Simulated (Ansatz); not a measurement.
The system is PtSe2 (Sudovikovite).

```
Pt Se
1.0
     3.72400    0.00000    0.00000
    -1.86200    3.22508    0.00000
     0.00000    0.00000    5.06200
Pt Se
1 2
Cartesian
  0.0000 0.0000 0.0000
  1.8620 1.0750 3.7965
  0.0000 2.1501 1.2655
```

Base run:

| Item | Value |
| --- | --- |
| Program | Ansatz 0.2.0 |
| Functional | LDA |
| Potentials or basis | Ansatz PAW |
| Cutoff | 420 eV (not typed: the program's choice for these potentials) |
| k mesh | 8 × 8 × 5 |
| Occupations | fermi-dirac, width 0.05 eV |
| Spin | no spin polarisation |

Its results: band gap on the k mesh none (metal or under the smearing width); pressure -0.5 GPa; largest force 0.196 eV/Å.

Problem. The run is repeated on the same cell with these changes: functional from LDA to PBE. What comes out?

Solution. Band gap on the k mesh none (metal or under the smearing width); pressure 7.3 GPa; largest force 0.592 eV/Å.

PBE binds less tightly than LDA, so the same cell stands under more pressure.

Caveats: spin-orbit coupling is left out, which moves the levels of the heavy elements; the PAW data sets come from PBE, with cores solved anew for the run's functional, which leaves a small shift of forces and pressure (some runs).
